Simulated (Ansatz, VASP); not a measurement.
# One calculation of Ca, two programs

Contents of INCAR:

```
SYSTEM = Ca
PREC = Accurate
ENCUT = 520
EDIFF = 1E-7
ISMEAR = 0
SIGMA = 0.15
LREAL = .FALSE.
LASPH = .TRUE.
NELM = 80
ALGO = Fast
ISIF = 2
LWAVE = .FALSE.
LCHARG = .TRUE.
GGA = PS
LELF = .TRUE.
LVHAR = .TRUE.
NBANDS = 11
```

File KPOINTS:

```
Automatic mesh
0
G
  14 14 14
  0 0 0
```

The input POSCAR:

```
Ca
1.0
    0.0000000000      2.7942000000      2.7942000000
    2.8780260000      0.0000000000      2.7942000000
    2.8780260000      2.7942000000      0.0000000000
Ca
1
Direct
    0.0000000000      0.0000000000      0.0000000000
```

Input for Ansatz:

```yaml
crystal:
  lattice:
    - [0.0, 2.7942, 2.7942]
    - [2.878026, 0.0, 2.7942]
    - [2.878026, 2.7942, 0.0]
  atoms:
    - { symbol: Ca, position: [0.0, 0.0, 0.0] }
basis:
  ecutwfc: 420
kpoints:
  mp_grid: { grid: [14, 14, 14] }
hamiltonian:
  xc: pbesol
scf:
  occupations: { method: gaussian, width: 0.15 }
output:
  forces: true
  stress: true
  eigenvalues: true
```

Change from the starting cell: strain +0.0300 x Voigt [1, 0, 0, 0, 0, 0], atoms carried along.

Alike in both runs: task single point; functional PBEsol; k mesh 14 × 14 × 14; occupations gaussian, width 0.15 eV; no spin polarisation.

|  | VASP | Ansatz |
| --- | --- | --- |
| version | VASP 6.6.1 | Ansatz 0.2.0 |
| potentials or method | VASP PAW PBE potentials, release 64 (Ca_sv) | scalar-relativistic, plane waves, PAW |
| plane-wave cutoff (eV) | 520 | 420 |
| valence electrons in the cell | 10 | 10 |

```csv
,VASP,Ansatz,Ansatz less VASP
gap on the k mesh at the Fermi level (eV),none,none,-
pressure (GPa),-1.6,-1.6,-0.01
largest component of the traceless stress (GPa),0.17,0.17,0.000
```

A gap of «none» marks a metal or a gap that the smearing closes.

Caveats: the PAW data sets were made with another functional, which shifts forces and pressure a little (VASP).
